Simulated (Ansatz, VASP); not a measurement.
## MgZrO3 in two plane-wave programs

Aim: how closely do two programs agree when they are given the same cell, functional and k mesh? The cell is generated by rule, not measured, and may not be a known phase. The two relaxations start from unlike cells of this crystal (the structure described is Ansatz's start), so only their ends are compared.

Calculated with Ansatz 0.2.0; plane waves, with VASP 6.6.1 beside it; relaxation of cell and atoms at PBEsol.

The structure was built from a prototype and need not be the compound's stable phase.

**1. The starting structure**

The structure is trigonal, space group R3m (No. 160). Conventional cell: a = 5.758 Å, b = 5.758 Å, c = 7.052 Å, α = 90.00°, β = 90.00°, γ = 120.00°. Nearest to Mg lie 3 O at 2.06 Å. Zr has 6 O at 2.00 to 2.15 Å nearest. Nearest to O lie 2 Zr at 2.00 to 2.15 Å and 1 Mg at 2.06 Å. Farther neighbours and most contacts between anions are not listed.

As a file:

```xyz
5
Lattice="4.0712 0.0000 0.0000 0.0000 4.0712 0.0000 0.0000 0.0000 4.0712" Properties=species:S:1:pos:R:3 pbc="T T T"
Mg    3.7248    0.3464    0.3464
Zr    2.0255    2.0457    2.0457
O     0.0665    1.7768    1.7768
O     2.2944    4.0047    1.7768
O     2.2944    1.7768    4.0047
```

**2. VASP: relaxation of cell and atoms, PBEsol, pair 1**

The relaxed volume is the usual yardstick between codes: in a stiff, nearly cubic crystal its relative difference is about their pressure difference at one cell divided by the bulk modulus.

Lines of VASP's logs that name or quote its potential files are left out, and so is its time.

Contents of INCAR:

```
SYSTEM = MgZrO3
PREC = Accurate
ENCUT = 600
EDIFF = 1E-07
NELM = 120
ISMEAR = 0
SIGMA = 0.01
LREAL = .FALSE.
ALGO = Normal
GGA = PS
NBANDS = 22
LASPH = .TRUE.
LORBIT = 11
LWAVE = .FALSE.
LCHARG = .FALSE.
ISIF = 3
IBRION = 2
NSW = 80
EDIFFG = -0.005
GGA_COMPAT = .FALSE.
NELMIN = 4
EFERMI = MIDGAP
KPAR = 2
```

Contents of POSCAR:

```
MgZrO3
1.0
    4.1368782339     -0.0843010157     -0.0843010157
   -0.0843010157      4.1368782339      0.0843010157
   -0.0843010157      0.0843010157      4.1368782339
Mg Zr O
1 1 3
Direct
    0.8897625889      0.1102374111      0.1102374111
    0.5085226218      0.4914773782      0.4914773782
    0.0289754723      0.4356880749      0.4356880749
    0.5643119251      0.9710245277      0.4356880749
    0.5643119251      0.4356880749      0.9710245277
```

Contents of KPOINTS:

```
Automatic mesh
0
Gamma
8 8 8
0 0 0
```

Potentials, in the order of the species: Mg, Zr_sv and O (PBE family, release 64).

Started as:

```
> mpirun -np 2 vasp_std
```

Numbers of over 12 decimals in the logs are rounded to 6 here.

Output:

```text
[banner, memory and clock lines left out]
running    2 mpi-ranks, on    1 nodes
 distrk:  each k-point on    1 cores,    2 groups
 distr:  one band on    1 cores,    1 groups

 POSCAR found type information on POSCAR MgZrO
 POSCAR found :  3 types and       5 ions
|                                                                             |
|               ----> ADVICE to this user running VASP <----                  |
|                                                                             |
|     You enforced a specific xc type in the INCAR file but a different       |
|     [... a line on the potential file left out ...]
|     I HOPE YOU KNOW WHAT YOU ARE DOING!                                     |
|                                                                             |

 LDA part: xc-table for (Slater+PW92), standard interpolation
 POSCAR, INCAR and KPOINTS ok, starting setup
 FFT: planning ... GRIDC
 FFT: planning ... GRID_SOFT
 FFT: planning ... GRID
 WAVECAR not read
 entering main loop
       N       E                     dE             d eps       ncg     rms          rms(c)
DAV:   1     0.274877677637E+03    0.27488E+03   -0.18090E+04  2860   0.154E+03
DAV:   2    -0.279740702531E+02   -0.30285E+03   -0.28689E+03  3944   0.371E+02
DAV:   3    -0.481193082398E+02   -0.20145E+02   -0.20021E+02  4582   0.938E+01
DAV:   4    -0.487513885298E+02   -0.63208E+00   -0.63108E+00  3958   0.135E+01
DAV:   5    -0.487644494287E+02   -0.13061E-01   -0.13061E-01  3994   0.173E+00    0.306E+01
DAV:   6    -0.408463765646E+02    0.79181E+01   -0.35515E+01  3268   0.442E+01    0.126E+01
DAV:   7    -0.406600900582E+02    0.18629E+00   -0.21889E+00  3602   0.102E+01    0.878E+00
DAV:   8    -0.405523552977E+02    0.10773E+00   -0.29635E-01  3072   0.497E+00    0.174E+00
DAV:   9    -0.405474625069E+02    0.48928E-02   -0.40988E-02  3902   0.140E+00    0.351E-01
DAV:  10    -0.405485245853E+02   -0.10621E-02   -0.90676E-03  3572   0.867E-01    0.319E-01
DAV:  11    -0.405483285765E+02    0.19601E-03   -0.69082E-04  3366   0.253E-01    0.995E-02
DAV:  12    -0.405484033434E+02   -0.74767E-04   -0.37302E-04  3438   0.158E-01    0.370E-02
DAV:  13    -0.405484097210E+02   -0.63777E-05   -0.20730E-05  3850   0.335E-02    0.115E-02
DAV:  14    -0.405484116275E+02   -0.19065E-05   -0.33394E-06  3112   0.106E-02    0.219E-03
DAV:  15    -0.405484117061E+02   -0.78578E-07   -0.11244E-07  2514   0.329E-03
   1 F= -.40548412E+02 E0= -.40548412E+02  d E =-.405484E+02
[...]
2 F= -.40548419E+02 E0= -.40548419E+02  d E =-.691045E-05
[...]
3 F= -.40548422E+02 E0= -.40548422E+02  d E =-.101893E-04
[...]
4 F= -.40548422E+02 E0= -.40548422E+02  d E =-.992478E-05
[...]
5 F= -.40548428E+02 E0= -.40548428E+02  d E =-.666058E-05
[...]
6 F= -.40548432E+02 E0= -.40548432E+02  d E =-.106522E-04
 curvature:  -1.54 expect dE=-0.567E-05 dE for cont linesearch -0.414E-08
 trial: gam= 0.54552 g(F)=  0.233E-05 g(S)=  0.136E-05 ort =-0.174E-06 (trialstep = 0.123E+01)
 search vector abs. value=  0.686E-05
 bond charge predicted
       N       E                     dE             d eps       ncg     rms          rms(c)
DAV:   1    -0.405484436338E+02   -0.11382E-04   -0.95145E-04  2944   0.281E-01    0.406E-02
DAV:   2    -0.405484341450E+02    0.94889E-05   -0.57021E-05  3470   0.580E-02    0.171E-02
DAV:   3    -0.405484325919E+02    0.15530E-05   -0.48929E-06  4098   0.186E-02    0.393E-03
DAV:   4    -0.405484327094E+02   -0.11747E-06   -0.13561E-06  4676   0.639E-03    0.209E-03
DAV:   5    -0.405484328884E+02   -0.17902E-06   -0.38406E-08  1900   0.161E-03    0.125E-03
DAV:   6    -0.405484331943E+02   -0.30589E-06   -0.10507E-07  1808   0.200E-03    0.133E-04
DAV:   7    -0.405484332027E+02   -0.83592E-08   -0.25661E-08  1490   0.118E-03
   7 F= -.40548433E+02 E0= -.40548433E+02  d E =-.919575E-06
 trial-energy change:   -0.000001  1 .order   -0.000001   -0.000004    0.000003
 step:   0.7462(harm=  0.7462)  dis= 0.00016  next Energy=   -40.548434 (dE=-0.134E-05)
 reached required accuracy - stopping structural energy minimisation
```

OUTCAR, selected parts (step 2):

```text
ion  position               nearest neighbor table
   1  0.890  0.110  0.110-   3 2.00   4 2.00   5 2.00   2 2.84   2 3.33   2 3.33   2 3.33
   2  0.509  0.491  0.491-   5 1.99   4 1.99   3 1.99   5 2.20   3 2.20   4 2.20   1 2.84   1 3.33
                             1 3.33   1 3.33
   3  0.029  0.436  0.436-   2 1.99   1 2.00   2 2.20
   4  0.564  0.971  0.436-   2 1.99   1 2.00   2 2.20
   5  0.564  0.436  0.971-   2 1.99   1 2.00   2 2.20

  LATTYP: Found a trigonal (rhomboedric) cell.
 ALAT       =     4.1385957576
 COS(alpha) =     0.0411369553

 Subroutine GETGRP returns: Found  6 space group operations
 (whereof  6 operations were pure point group operations)

The static configuration has the point symmetry C_3v.

 Found     65 irreducible k-points:

   k-points           NKPTS =     65   k-points in BZ     NKDIM =     65   number of bands    NBANDS=     22

   dimension x,y,z NGX =    36 NGY =   36 NGZ =   36
   dimension x,y,z NGXF=    72 NGYF=   72 NGZF=   72

   ENCUT  =  600.0 eV  44.10 Ry    6.64 a.u.   8.27  8.27  8.27*2*pi/ulx,y,z

   NELECT =      32.0000    total number of electrons

 k-points in reciprocal lattice and weights: Automatic mesh
   0.00000000  0.00000000  0.00000000       0.002
   0.12500000  0.00000000  0.00000000       0.012
   0.25000000  0.00000000  0.00000000       0.012
   0.37500000  0.00000000  0.00000000       0.012
   0.50000000  0.00000000  0.00000000       0.006
   0.12500000  0.12500000  0.00000000       0.012
   0.25000000  0.12500000  0.00000000       0.023
   0.37500000  0.12500000 -0.00000000       0.023
   0.50000000  0.12500000  0.00000000       0.023
[...]
0.50000000  0.50000000  0.37500000       0.012
   0.50000000  0.50000000  0.50000000       0.002

 average (electrostatic) potential at core
       1 -37.1299       2 -78.7796       3 -70.4183       4 -70.4183       5 -70.4183

 E-fermi :   3.8436

 k-point     1 :       0.0000    0.0000    0.0000
  band No.  band energies     occupation
    ...
     12       1.1448      2.00000
     13       1.2983      2.00000
     14       2.0734      2.00000
     15       2.0734      2.00000
     16       2.1371      2.00000
     17       4.7722      0.00000
     18       7.1699      0.00000
     19       7.1699      0.00000
     20       7.9247      0.00000
     21      10.5371      0.00000
    ...

 k-point     2 :       0.1250    0.0000    0.0000
  band No.  band energies     occupation
    ...
     12       1.0758      2.00000
     13       1.3297      2.00000
     14       1.9231      2.00000
     15       1.9446      2.00000
     16       2.2081      2.00000
     17       5.0823      0.00000
     18       7.1258      0.00000
     19       7.4152      0.00000
     20       7.8747      0.00000
     21      10.6016      0.00000
    ...

 k-point     3 :       0.2500    0.0000    0.0000
  band No.  band energies     occupation
    ...
     12       0.9342      2.00000
     13       1.2079      2.00000
     14       1.7272      2.00000
     15       1.7746      2.00000
     16       2.2585      2.00000
     17       5.8024      0.00000
     18       7.1768      0.00000
     19       7.9730      0.00000
     20       8.0056      0.00000
     21      10.2487      0.00000
    ...

  Total        0.0044471      0.0044471      0.0044471     -0.0013390      0.0013390     -0.0013390
  in kB        0.1008443      0.1008443      0.1008443     -0.0303644      0.0303644     -0.0303644
  external PRESSURE =       0.1008443 kB  Pullay stress =       0.0000000 kB

  energy-cutoff  :      600.00
  volume of cell :       70.65
      direct lattice vectors                 reciprocal lattice vectors
     4.135706945 -0.082957441 -0.082957441     0.241987531  0.004758536  0.004758536
    -0.082957441  4.135706945  0.082957441     0.004758536  0.241987531 -0.004758536
    -0.082957441  0.082957441  4.135706945     0.004758536 -0.004758536  0.241987531

 POSITION                                       TOTAL-FORCE (eV/Angst)
 -----------------------------------------------------------------------------------
      3.66244      0.39031      0.39031        -0.000343      0.000343      0.000343
      2.02102      2.03173      2.03173         0.001740     -0.001740     -0.001740
      0.04713      1.83560      1.83560        -0.002243     -0.000423     -0.000423
      2.21715      4.00562      1.83560         0.000423      0.002243     -0.000423
      2.21715      1.83560      4.00562         0.000423     -0.000423      0.002243
 -----------------------------------------------------------------------------------
    total drift:                               -0.000022      0.000021      0.000021

  FREE ENERGIE OF THE ION-ELECTRON SYSTEM (eV)
  ---------------------------------------------------
  free  energy   TOTEN  =       -40.5484332027 eV

  energy  without entropy=      -40.5484332027  energy(sigma->0) =      -40.54843320

 reached required accuracy - stopping structural energy minimisation

 total charge
# of ion       s       p       d       tot
------------------------------------------
    1        0.136   0.136   0.061   0.333
    2        2.207   6.082   1.503   9.792
    3        1.555   3.497   0.000   5.052
    4        1.555   3.497   0.000   5.052
    5        1.555   3.497   0.000   5.052
--------------------------------------------------
tot          7.009  16.709   1.564  25.281

[... 3 further parts left out ...]
```

CONTCAR:

```
MgZrO3
   1.00000000000000
     4.1357069447978700   -0.0829574411394164   -0.0829574411394164
    -0.0829574411394164    4.1357069447978700    0.0829574411394164
    -0.0829574411394164    0.0829574411394164    4.1357069447978700
  Mg              Zr              O
     1     1     3
Direct
     0.8899790492343278    0.1100209507656722    0.1100209507656722
     0.5083974747210500    0.4916025252789499    0.4916025252789499
     0.0288734356329737    0.4356827131941792    0.4356827131941792
     0.5643172868058211    0.9711265643670263    0.4356827131941792
     0.5643172868058211    0.4356827131941792    0.9711265643670263
```

The run keeps the 6 symmetry operations of its start, so it cannot find a distortion of lower symmetry.

**3. Ansatz: relaxation of cell and atoms, PBEsol, pair 1**

Ansatz runs on norm-conserving files, of PseudoDojo where its log says so.

Its own start cell and the same functional and mesh now go to Ansatz, which takes its cutoff from its data sets.

Contents of input.yaml:

```yaml
crystal:
  lattice:
    - [4.071198049, 0.0, 0.0]
    - [0.0, 4.071198049, 0.0]
    - [0.0, 0.0, 4.071198049]
  atoms:
    - { symbol: Mg, position: [-0.0850880152, 0.0850880152, 0.0850880152] }
    - { symbol: Zr, position: [0.4975093191, 0.5024906809, 0.5024906809] }
    - { symbol: O, position: [0.0163408175, 0.436438766, 0.436438766] }
    - { symbol: O, position: [0.563561234, -0.0163408175, 0.436438766] }
    - { symbol: O, position: [0.563561234, 0.436438766, -0.0163408175] }
kpoints:
  mp_grid: { grid: [8, 8, 8] }
hamiltonian:
  xc: pbesol
  pseudopotentials: { kind: nc }
scf:
  occupations: { method: fixed }
output:
  forces: true
  stress: true
  eigenvalues: true
relax:
  adjacent_minimum: "off"
  f_tol: 0.002
  max_steps: 120
  cell: { stress_tol: 0.03 }
```

Started as:

```
> ansatz run input.yaml --threads 4 --pin off --max-ram 7168MiB --backend cpu --events-out ev --progress --plain --runs-dir out
```

Output:

```text
Engine: ansatz 0.2.0, aarch64-unknown-linux-gnu
Pseudopotentials: kind: nc
Pseudopotential: Mg, nc, valence charge 10, recommended cutoff 1142.878222 eV (normal), Mg.nc.azcp (PseudoDojo's, or run here from an input of PseudoDojo's: the run reads no file of this project's for it)
Pseudopotential: Zr, nc, valence charge 12, recommended cutoff 897.975746 eV (normal), Zr.nc.azcp (PseudoDojo's, or run here from an input of PseudoDojo's: the run reads no file of this project's for it)
Pseudopotential: O, nc, valence charge 6, recommended cutoff 1142.878222 eV (normal), O.nc.azcp (PseudoDojo's, or run here from an input of PseudoDojo's: the run reads no file of this project's for it)
Functional definition: PBEsol
  exchange = pbesol_x
  correlation = pbesol_c
Crystal: 5 atoms, lattice volume = 67.479 Å³
Basis set: ecut = 1142.878222 eV, 5887 PW (Γ), exchange–correlation on 90×90×90 points (8 copies of the dense FFT grid, shifted against one another)
Bands: 25, of which v1, the nominal top of the filled ones, is band 20 counted from 1 (19 counted from 0)
Symmetry: 6 space group operations
Space group: R3m (ITA 160), of the structure as read, at distance tolerance 4.1e-5 Å
k-points: 65 of 512 (time reversal used)
Non-local potential: Mg, projectors of the file, l = 0: 2, l = 1: 2
Non-local potential: Zr, projectors of the file, l = 0: 2, l = 1: 2, l = 2: 2
Non-local potential: O, projectors of the file, l = 0: 2, l = 1: 2, l = 2: 1
Initial density: superposition of atomic densities (chi_scale 0.1, normalization cell, long waves kept (reshape's long-wave potential 0.00 eV rms))
Initial wavefunctions: pseudopotential atomic-orbital guess
Functional: x = pbesol(κ = 0.804, μ = 0.123457), c = pbesol(β = 0.046)
SCF iter   1: F=—  HF=-4344.867521 eV  |F-HF|=—  |Δ(HF+E_count)|=         —  Δρ=6.65e-2  dr2=3.28e0  ethr=3.10e-3  ⟨swp⟩=5.2  Hψ=6672  notcnv=0  defer=159
preconditioner: auto → Resta (q_TF=auto, 2.501 Å⁻¹)  ε∞=4.7  [insulator: Δε(μ)=2.527 eV  Ē_g=11.438 eV  n_scr=18 (ndim 8)  ℏωp=22.1 eV  f_vac=0.000  ε∞_Penn≈4.7]
SCF iter   2: F=—  HF=-4343.972896 eV  |F-HF|=—  |Δ(HF+E_count)|=   8.95e-1  Δρ=3.59e-2  dr2=1.09e0  ethr=3.10e-3  ⟨swp⟩=2.5  Hψ=3541  notcnv=0  defer=167
SCF iter   3: F=—  HF=-4343.648541 eV  |F-HF|=—  |Δ(HF+E_count)|=   3.24e-1  Δρ=1.63e-2  dr2=2.18e-1  ethr=2.72e-3  ⟨swp⟩=3.9  Hψ=3150  notcnv=0  defer=178
SCF iter   4: F=—  HF=-4343.603041 eV  |F-HF|=—  |Δ(HF+E_count)|=   4.55e-2  Δρ=4.69e-3  dr2=1.50e-2  ethr=5.45e-4  ⟨swp⟩=2.2  Hψ=2657  notcnv=0  defer=191
SCF iter   5: F=—  HF=-4343.604909 eV  |F-HF|=—  |Δ(HF+E_count)|=   1.87e-3  Δρ=1.05e-3  dr2=1.17e-3  ethr=3.75e-5  ⟨swp⟩=3.2  Hψ=2632  notcnv=0  defer=193
SCF iter   6: F=—  HF=-4343.605626 eV  |F-HF|=—  |Δ(HF+E_count)|=   7.17e-4  Δρ=2.94e-4  dr2=4.42e-5  ethr=2.93e-6  ⟨swp⟩=3.0  Hψ=2792  notcnv=0  defer=193
SCF iter   7: F=—  HF=-4343.605551 eV  |F-HF|=—  |Δ(HF+E_count)|=   7.54e-5  Δρ=6.39e-5  dr2=3.19e-6  ethr=1.11e-7  ⟨swp⟩=2.1  Hψ=2411  notcnv=0  defer=169
SCF iter   8: F=—  HF=-4343.605555 eV  |F-HF|=—  |Δ(HF+E_count)|=   3.59e-6  Δρ=1.43e-5  dr2=1.11e-7  ethr=7.96e-9  ⟨swp⟩=2.1  Hψ=2343  notcnv=0  defer=173
SCF iter   9: F=-4343.605555 eV  HF=-4343.605555 eV  |F-HF|=2.67e-9  |Δ(HF+E_count)|=   1.10e-7  Δρ=2.69e-6  dr2=4.68e-9  ethr=2.50e-10  ⟨swp⟩=12.8  Hψ=9534  notcnv=0
SCF 1 converged in 9 iterations: F = -4343.605555 eV  dr2 = 4.68e-9
relax step   1: F+E_penalty+E_count = -4343.60555466 eV  Δ(F+E_penalty+E_count) = +0.000e0 eV  max|allowed force component| = 5.737e-1 eV/Å  Δτ_max = 0.0000 Å  P = +1.223 GPa  Ω = 67.479 Å³  (9 SCF iters, dr2 threshold 1.00e-7 eV, accepted)
[...]
relax step   9: F+E_penalty+E_count = -4343.77643215 eV  Δ(F+E_penalty+E_count) = -7.033e-5 eV  max|allowed force component| = 2.232e-3 eV/Å  Δτ_max = 0.0024 Å  P = +0.007 GPa  Ω = 70.583 Å³  energy of the carried Pulay correction = -2.205e-5 eV  (5 SCF iters, dr2 threshold 1.70e-7 eV, accepted)
[...]
relax step  10: F+E_penalty+E_count = -4343.77643239 eV  Δ(F+E_penalty+E_count) = -2.416e-7 eV  max|allowed force component| = 3.560e-4 eV/Å  Δτ_max = 0.0001 Å  P = -0.004 GPa  Ω = 70.587 Å³  energy of the carried Pulay correction = -2.312e-5 eV  (5 SCF iters, dr2 threshold 3.11e-10 eV, accepted)
[...]
relax step  11: F+E_penalty+E_count = -4343.77645589 eV  Δ(F+E_penalty+E_count) = -2.350e-5 eV  max|allowed force component| = 3.591e-4 eV/Å  Δτ_max = 0.0000 Å  P = -0.004 GPa  Ω = 70.587 Å³  stress off target by 6.52e-3 GPa  SCF on the basis re-selected at this cell (its energy is not comparable with the rows above)  (5 SCF iters)
basis re-selected at this cell: Δ(F+E_penalty+E_count) = -2.350e-5 eV, ΔP = +0.000 GPa vs the last step (what re-selecting the basis moved, of the pressure what is left beyond the Pulay correction that the steps carried, after the strain that the cell walked since its last selection, with what the two solves' SCF thresholds leave and, on support functions, any second-order correction that the steps lacked; it is no m [...]
SCF converged after 5 iterations
Free energy (F): -4343.776456 eV
Harris-Foulkes:  -4343.776456 eV  (|F-HF|=9.09e-12)
Internal energy: -4343.776456 eV  (E = F + TS)
E sigma→0 (E₀):  -4343.776456 eV
Fermi energy:    6.543465 eV
--- Per-component energies (eV) ---
  E_band       = -517.221436
  E_kinetic    = 2216.727928
  E_local      = -3943.702894  (includes V_loc(G=0)·N_el)
  E_nonlocal   = -560.551534
  E_hartree    = 1327.856687
  E_xc         = -822.515046
  E_vxc        = -885.408391  (∫ρ·V_xc dr)
  E_ewald      = -2561.591597
  E_smearing   = -0.000000  (= −TS)
  E_closure    = -0.000000  (closes the sum)
  Σ components = -4343.776456   (vs F -4343.776456, Δ=0.00e0)
--- Forces (eV/Å), atoms counted from 1 ---
  atom   1  Mg    -0.00024911     0.00024911     0.00024911
  atom   2  Zr    -0.00033759     0.00033759     0.00033759
  atom   3  O     -0.00013189    -0.00035902    -0.00035902
  atom   4  O      0.00035902     0.00013189    -0.00035902
  atom   5  O      0.00035902    -0.00035902     0.00013189
  max |Σ_I F_I| component: 5.51e-7 eV/Å
--- Stress (GPa, compression-positive) ---
       -0.003617      -0.002907      -0.002907
       -0.002907      -0.003617       0.002907
       -0.002907       0.002907      -0.003617
  P = ⅓ Tr σ = -0.0036 GPa (-0.036 kbar)
--- Band table (eV; the first three rows and the last of 65) ---
  k-point 0: bands = [... 16 lower, 4.9252, 5.6997, 5.6997, 5.7737, 8.4580, 10.8266, 10.8266, 11.5799, ... 1 higher]
  k-point 1: bands = [... 16 lower, 4.9594, 5.5529, 5.5765, 5.8392, 8.7652, 10.7817, 11.0707, 11.5295, ... 1 higher]
  k-point 2: bands = [... 16 lower, 4.8422, 5.3576, 5.4088, 5.8880, 9.4817, 10.8305, 11.6256, 11.6581, ... 1 higher]
  k-point 64: bands = [... 16 lower, 2.8501, 6.0249, 6.0249, 6.5435, 10.0112, 12.8674, 13.1610, 13.1610, ... 1 higher]
--- Relaxed structure (9 steps of the walk, 8 accepted, 2 SCFs on fresh bases) ---
  F+E_penalty+E_count = -4343.77645589 eV   max|allowed force component| = 3.591e-4 eV/Å   (the final SCF, on the basis selected at the relaxed cell)
  cell:  # Å, volume = 70.5869 Å³
    - [4.134446, -0.083759, -0.083759]
    - [-0.083759, 4.134446, 0.083759]
    - [-0.083759, 0.083759, 4.134446]
  atoms:
    - { symbol: Mg, position: [-0.109778, 0.109778, 0.109778] }
    - { symbol: Zr, position: [0.508112, 0.491888, 0.491888] }
    - { symbol: O, position: [0.029080, 0.435765, 0.435765] }
    - { symbol: O, position: [0.564235, -0.029080, 0.435765] }
    - { symbol: O, position: [0.564235, 0.435765, -0.029080] }
```

Reading the cycles: dr2 is the Hartree energy of the density residual (eV), the measure of convergence; HF is the Harris–Foulkes estimate of the energy, which meets the free energy F at convergence.

**4. Side by side**

Known differences besides the potentials themselves: fixed occupations in Ansatz, narrow Gaussian smearing in VASP; the data sets hold 40 valence electrons in Ansatz (on norm-conserving files, of PseudoDojo where its log says so) and 32 in VASP; the cutoff is 1142.88 eV in Ansatz and 600 eV in VASP; Ansatz adds a Pulay correction to the stress that steers its cell, VASP none. Total energies have different zeros and are not compared.

Compared:

| quantity | Ansatz | VASP | difference |
| --- | --- | --- | --- |
| volume (Å³) | 70.59 | 70.65 | -0.09 % |
| edge a after relaxation, in the typed setting (Å) | 4.136 | 4.137 | -0.03 % |

(Continued in part 2 of 2.)

[Lines on the potential files, build, host, timing and source positions are cut from VASP's logs without a mark.]

[Logs are printed without paths, hosts, clocks, repeated set-up lines and the standing remarks that a program may print on its own settings, such as how far it seeks lower states.]

[Hosts, paths, dates, database ids (printed as entryN), source tags and the programs' standing remarks are cut or masked in the printed files.]
